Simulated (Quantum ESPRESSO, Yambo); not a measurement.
An input for Quantum ESPRESSO 7.5 (Sb (buckled honeycomb monolayer)):

```
&control
  calculation = 'nscf'
  prefix = 'x'
  outdir = 'o'
  pseudo_dir = 'pseudo'
/
&system
  ibrav = 0
  nat = 2
  ntyp = 1
  ecutwfc = 88.0
  nbnd = 120
  force_symmorphic = .true.
/
&electrons
  conv_thr = 1e-9
  electron_maxstep = 80
  diago_full_acc = .true.
  diago_thr_init = 5e-6
/
ATOMIC_SPECIES
  Sb 121.76 Sb.upf
CELL_PARAMETERS angstrom
  4.0534545195 0.0000000002 0.0000000000
  -2.0267272599 3.5103945869 0.0000000000
  0.0000000000 0.0000000000 14.0000000000
ATOMIC_POSITIONS crystal
  Sb 0.3333333333 0.6666666667 0.4407043030
  Sb 0.6666666667 0.3333333333 0.5592956970
K_POINTS automatic
  6 6 1 0 0 0
```

```sh
OMP_NUM_THREADS=1 mpirun -n 8 pw.x -nk 4 -in pw.in > pw.out
```

How long will it take on 8 MPI ranks of Intel Xeon 6975P-C (Granite Rapids), shared host, and how much memory?

It took 19 s; on shared hardware allow 9.6 s to 38 s. Peak host memory was 1.3 GiB.

[Paths, hosts, dates, memory and timing lines, banners, echoed tables and standing remarks are left out of the program output.]

[Logs are printed without paths, hosts, clocks, repeated set-up lines and the standing remarks that a program may print on its own settings, such as how far it seeks lower states.]

[Runs of the session that timed out or met a known fault of the program may be left out.]

[Hosts, paths, dates, database ids (printed as entryN), source tags and the programs' standing remarks are cut or masked in the printed files.]
